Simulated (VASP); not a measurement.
BN, 2 atoms in the cell. It takes space group F-43m (No. 216, cubic). Conventional cell: a = 3.626 Å, b = 3.626 Å, c = 3.626 Å, α = 90.00°, β = 90.00°, γ = 90.00°. N (site symmetry -43m) is surrounded by 4 B at 1.57 Å. B (site symmetry -43m) is surrounded by 4 N at 1.57 Å. The cell is a database's computed one.

* Program: VASP 6.6.1
* Task: relaxation of cell and atoms
* Functional: vdW-DF2
* Potentials or basis: VASP PAW PBE potentials, release 64 (N, B)
* Cutoff: 600 eV
* k mesh: 13 × 13 × 13
* Occupations: fermi-dirac, width 0.02 eV
* Spin: no spin polarisation
* Further INCAR settings: ALGO = Normal; EDIFF = 1e-06; IBRION = 2; EDIFFG = -0.005; NSW = 60; ISIF = 3

Potentials or basis: VASP PAW PBE potentials, release 64 (N, B).

Run with:

```console
$ cat potpaw_PBE.64/N/POTCAR potpaw_PBE.64/B/POTCAR > POTCAR
$ mpirun -np 1 vasp_std > vasp.out
```

Hardware: 1 thread of Intel(R) Xeon(R) Platinum 8488C (Sapphire Rapids), with other jobs on the host.

**Question.** How long does it take, and how much memory?

**Answer.** Wall time 38 s on 1 thread of Intel(R) Xeon(R) Platinum 8488C (Sapphire Rapids) (shared host), peak memory 0.22 GiB. Counts: scf iterations 24, k points 84, ion steps 3.
